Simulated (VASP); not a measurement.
The system is HfSiO4.

```
CELL_PARAMETERS angstrom
4.01787 0.00000 0.00000
-2.00893 3.47958 0.00000
0.00000 0.00000 4.86107
ATOMIC_POSITIONS crystal
Hf 0.00000 0.00000 0.00000
Si 0.00000 0.00000 0.50000
O 0.33333 0.66667 0.75706
O 0.33333 0.66667 0.24294
O 0.66667 0.33333 0.24294
O 0.66667 0.33333 0.75706
```

The cell was built by a generator and needn't be a form met in nature.

```yaml
Program: VASP 6.6.1
Task: relaxation of cell and atoms
Functional: PBE
Potentials_or_basis: VASP PAW PBE potentials, release 64 (Hf_pv, Si, O)
Cutoff: 520 eV
k_mesh: 4 × 4 × 3
Occupations: gaussian, width 0.15 eV
Spin: no spin polarisation
```

At the start: pressure -14.7 GPa; volume 11.33 Å³/atom.

Question: How do energy, volume and symmetry change on relaxing?

Answer: Over 12 steps the energy falls by 395.6 meV/atom and the volume is 10.27 Å³/atom (-9.4 %); space group P6/mmm (No. 191, to 0.05 Å).

The path:
| step | energy change (eV) | largest force (eV/Å) | pressure (GPa) | volume (Å³) |
| --- | --- | --- | --- | --- |
| 1 | 0.0000 | 0.6187 | -14.72 | 67.96 |
| 2 | -2.1524 | 0.0654 | 8.76 | 57.66 |
| 3 | -2.1526 | 0.0685 | 10.32 | 57.35 |
| 4 | -2.3115 | 0.6011 | -0.08 | 61.28 |
| 5 | -2.3224 | 0.4919 | 1.44 | 60.42 |
| 6 | -2.3584 | 0.2191 | -1.55 | 61.63 |
| 7 | -2.3589 | 0.1945 | -1.44 | 61.75 |
| 8 | -2.3708 | 0.0220 | 0.67 | 61.26 |
| 9 | -2.3710 | 0.0032 | 0.67 | 61.22 |
| 10 | -2.3708 | 0.0195 | 1.18 | 61.15 |
| 11 | -2.3709 | 0.0015 | 1.00 | 61.20 |
| 12 | -2.3735 | 0.0013 | 0.45 | 61.59 |

Final structure:
```cif
data_structure
_symmetry_space_group_name_H-M 'P 1'
_symmetry_Int_Tables_number 1
_cell_length_a 3.5986
_cell_length_b 3.5986
_cell_length_c 5.4920
_cell_angle_alpha 90.000
_cell_angle_beta 90.000
_cell_angle_gamma 120.000
_cell_volume 61.59
loop_
_atom_site_label
_atom_site_type_symbol
_atom_site_fract_x
_atom_site_fract_y
_atom_site_fract_z
_atom_site_occupancy
Hf1 Hf 0.00000 0.00000 0.00000 1
Si1 Si 0.00000 0.00000 0.50000 1
O1 O 0.33333 0.66667 0.77357 1
O2 O 0.33333 0.66667 0.22643 1
O3 O 0.66667 0.33333 0.22643 1
O4 O 0.66667 0.33333 0.77357 1
```

Caveat: the k mesh is coarse (spacing up to 0.45 Å⁻¹), so the values aren't converged.
